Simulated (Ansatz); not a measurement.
Crystal: MoS2.

```
CELL_PARAMETERS angstrom
1.58000 0.91221 6.15000
-1.58000 0.91221 6.15000
0.00000 -1.82443 6.15000
ATOMIC_POSITIONS crystal
Mo 0.00000 0.00000 0.00000
S 0.41700 0.41700 0.41700
S 0.25000 0.25000 0.25000
```

Measurements of this composition are mostly on another form, of space group No. 194.

```yaml
Program: Ansatz 0.2.0
Task: relaxation of cell and atoms
Functional: revPBE
Potentials_or_basis: Ansatz PAW
Cutoff: "420 eV (not typed: the program's choice for these potentials)"
k_mesh: 10 × 10 × 10
Occupations: fermi-dirac, width 0.05 eV
Spin: no spin polarisation
```

At the start: volume 17.73 Å³/atom.

Task: Where does the relaxation end?

Result: It ends after 21 steps and the volume is 25.99 Å³/atom (+46.6 %); space group R3m (No. 160, to 0.05 Å).

Step by step:
```csv
step,energy change (eV),largest force (eV/Å),volume (Å³)
1,0.0000,0.5712,53.18
2,-0.0854,0.1403,58.31
3,-0.1184,0.0201,60.03
4,-0.1359,0.0360,62.33
5,-0.1406,0.0137,64.54
6,-0.1406,0.0099,64.67
7,-0.1407,0.0002,64.62
8,-0.1503,0.0023,64.62
9,-0.1558,0.0030,66.44
10,-0.1606,0.0170,69.16
11,-0.1621,0.0173,70.90
12,-0.1619,0.0668,72.80
13,-0.1622,0.0006,72.69
14,-0.1623,0.0010,72.49
15,-0.1644,0.0010,72.49
16,-0.1649,0.0075,73.74
17,-0.1651,0.0545,76.38
18,-0.1653,0.0127,76.76
19,-0.1652,0.0075,77.82
20,-0.1652,0.0004,77.96
21,-0.1659,0.0004,77.96
```

Final structure:
```
Mo S
1.0
     1.60167    0.92472    8.77225
    -1.60167    0.92472    8.77225
     0.00000   -1.84945    8.77225
Mo S
1 2
Direct
  0.00011 0.00011 0.00011
  0.39286 0.39286 0.39286
  0.27403 0.27403 0.27403
```

Caveat: the volume moved by over 15 % at a fixed basis, so the end points are rough; the plane-wave basis is chosen anew once the cell has moved, so the energies of steps on either side of that aren't comparable; the volume moved by +47 % from the deposited cell, more than functionals usually miss; the PAW data sets come from PBE, with cores solved anew for the run's functional, which leaves a small shift of forces and pressure.
